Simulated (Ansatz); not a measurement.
**Quadrupolar parameters in AlAs under strain**

The cell is a COD entry, relaxed with PBE at fixed cell and then changed (z stretched by 1 %, ions relaxed).

```yaml
crystal:
  lattice:
    - [0.00000, 2.83040, 2.85870]
    - [2.83040, 0.00000, 2.85870]
    - [2.83040, 2.83040, 0.00000]
  atoms:
    - { symbol: Al, position: [0.00000, 0.00000, 0.00000] }
    - { symbol: As, position: [0.25000, 0.25000, 0.25000] }
```

Atoms are numbered from 1 in the order listed; like atoms form one site, named after its first atom.

The numbers come from a DFT calculation in Ansatz (PBE, plane waves and PAW, scalar-relativistic, 420 eV cutoff, Γ-centred 13×13×13 k-points, Fermi–Dirac smearing 0.02 eV).

C_Q = eQV_zz/h, which is 24.18 MHz for Q = 1 b and V_zz = 10²¹ V/m²; η = (V_xx − V_yy)/V_zz.

27Al: I = 5/2, Q = 146.6 mb; ⁷⁵As: I = 3/2, Q = 311.0 mb. Q values from Pyykkö, Mol. Phys. 116, 1328 (2018).

Task: Give the quadrupolar parameters of the distinct sites.

Result: 

| site | atoms (order as listed) | first shell | V_zz (10²¹ V/m²) | η | C_Q (MHz) |
| --- | --- | --- | --- | --- | --- |
| Al | 1 | 4 As at 2.46 Å | -0.078 | 0.00 | -0.277 |
| As | 2 | 4 Al at 2.46 Å | 0.27 | 0.00 | 2.03 |

An axis of threefold or higher order runs through Al and As, so V_zz lies along it and η is zero.
